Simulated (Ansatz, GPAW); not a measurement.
This is a calculation of Ru (Ruthenium) for GPAW 26.7.0 (ASE script). 

run.py

```python
from ase import Atoms
from ase.dft.bandgap import bandgap
from ase.io import write
from ase.units import Bohr, GPa
from gpaw import GPAW, PW
from gpaw.elf import elf_from_dft_calculation

atoms = Atoms(['Ru', 'Ru'],
              cell=[[2.7058, 0.0, 0.0],
                    [-1.3529, 2.3432915376, 0.0],
                    [0.0, 0.0, 4.2819]],
              scaled_positions=[[0.6666666667, 0.3333333333, 0.75],
                                [0.3333333333, 0.6666666667, 0.25]],
              pbc=True)

calc = GPAW(mode=PW(600),
            xc='PBE',
            kpts={'size': (11, 11, 6), 'gamma': True},
            occupations={'name': 'methfessel-paxton', 'order': 0, 'width': 0.019000000000000003},
            nbands=29,
            convergence={'density': 1e-05, 'energy': 1e-05},
            maxiter=150,
            txt='gpaw.txt')
atoms.calc = calc
energy = atoms.get_potential_energy()
forces = atoms.get_forces()
stress = atoms.get_stress()
calc.write('gs.gpw')
write('result.traj', atoms)
print(f'Energy: {energy:.6f} eV')
print('Forces (eV/A):')
print(forces.round(4))
print('Stress (GPa):', (stress / GPa).round(3))
print('Fermi level:', round(calc.get_fermi_level(), 4), 'eV')
print(f'Gap: {bandgap(calc)[0]:.4f} eV, direct: {bandgap(calc, direct=True)[0]:.4f} eV')

# fields on the real-space grid
write('density.cube', atoms, data=calc.get_pseudo_density() * Bohr**3)
write('potential.cube', atoms, data=calc.get_electrostatic_potential())
write('elf.cube', atoms, data=elf_from_dft_calculation(calc).data)
```

Potentials or basis: GPAW PAW data sets (gpaw-data 1.2.1), pw.

The run is started by

```bash
$ OMP_NUM_THREADS=1 python run.py
```

Task: Set up the same calculation for Ansatz 0.2.0. Potentials or basis there: all-electron LAPW, scalar-relativistic.

Result: As run (cutoffs and basis follow the program's own potentials, and thresholds, step limits or extra output files can differ):

Contents of input.yaml:

```yaml
crystal:
  lattice:
    - [2.7058, 0.0, 0.0]
    - [-1.3529, 2.3432915376, 0.0]
    - [0.0, 0.0, 4.2819]
  atoms:
    - { symbol: Ru, position: [0.6666666667, 0.3333333333, 0.75] }
    - { symbol: Ru, position: [0.3333333333, 0.6666666667, 0.25] }
kpoints:
  mp_grid: { grid: [11, 11, 6] }
scf:
  occupations: { method: gaussian, width: 0.019 }
hamiltonian:
  xc: pbe
  pseudopotentials: { kind: all_electron, lapw: { basis_error: 0.001 } }
output:
  forces: true
  stress: true
  eigenvalues: true
```

Potentials or basis: all-electron LAPW, scalar-relativistic.

Launch:

```sh
$ ansatz run input.yaml --threads 1 --pin off --max-ram 3072MiB --backend cpu --events-out ev --progress --plain --runs-dir out
```

Both were run:

|  | GPAW | Ansatz |
| --- | --- | --- |
| Pressure | 3.6 GPa | 4.4 GPa |

Where Ansatz's input types no cutoff or centring, it takes its own default and a Γ-centred mesh.

Pressure is positive in compression.
